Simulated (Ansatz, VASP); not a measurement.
# One calculation of SiC, two programs

```
Si C
1.0
     0.00000    2.07962    2.07962
     2.07962    0.00000    2.07962
     2.19539    2.19539   -0.11577
Si C
1 1
Direct
  0.00000 0.00000 0.00000
  0.75000 0.75000 0.75000
```

Alike in both runs: task single point; functional PBE; k mesh 12 × 12 × 12; occupations gaussian, width 0.05 eV; no spin polarisation.

|  | VASP | Ansatz |
| --- | --- | --- |
| version | VASP 6.6.1 | Ansatz 0.2.0 |
| potentials or method | VASP PAW PBE potentials, release 64 (Si, C) | scalar-relativistic, plane waves, PAW |
| plane-wave cutoff (eV) | 520 | 520 |
| valence electrons in the cell | 8 | 8 |

```csv
,VASP,Ansatz,Ansatz less VASP
gap on the k mesh at the Fermi level (eV),1.00,1.00,+0.006
least direct gap on the mesh (eV),4.05,4.06,+0.008
pressure (GPa),20.4,20.5,+0.10
largest component of the traceless stress (GPa),16.20,16.14,-0.064
rms of the force components (eV/Å),0.442,0.444,+0.0018
```

Atom by atom the forces differ by 0.002 eV/Å (rms over components). The functional is the same, so the differences come from potentials, cutoffs and numerics.

Caveats: so large a pressure means that the cell lies far from this level's equilibrium, or that cutoff or potentials fall short (VASP). A k mesh can miss the band edges.
